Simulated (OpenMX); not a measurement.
The system is Re.

```
Re
1.0
     2.76639    0.00000    0.00000
    -1.38319    2.39576    0.00000
     0.00000    0.00000    8.93885
Re
4
Direct
  0.66667 0.33333 0.75000
  0.00000 0.00000 0.50000
  0.33333 0.66667 0.25000
  0.00000 0.00000 0.00000
```

Program: OpenMX 3.8.5. Alike in all runs: task band structure; no spin polarisation; cell as given; k mesh 11 × 11 × 3; smearing fermi-dirac 0.05 eV.

Question: Order these runs on this cell by their pressure, lowest first.
A. level LDA; potentials or basis OpenMX 2013 LDA set, Re7.0-s3p2d2f1, grid cutoff 400 Ry
B. level PBE; potentials or basis OpenMX 2013 PBE set, Re7.0-s3p2d2, grid cutoff 400 Ry
C. level PBE; potentials or basis OpenMX 2013 PBE set, Re7.0-s3p2d2f1, grid cutoff 400 Ry

Answer: A (-12.8 GPa), C (3.0 GPa), B (6.1 GPa).

Caveats: the basis of atomic orbitals isn't converged, which shifts pressures, moduli and gaps.

Not every run made on this cell is shown here.
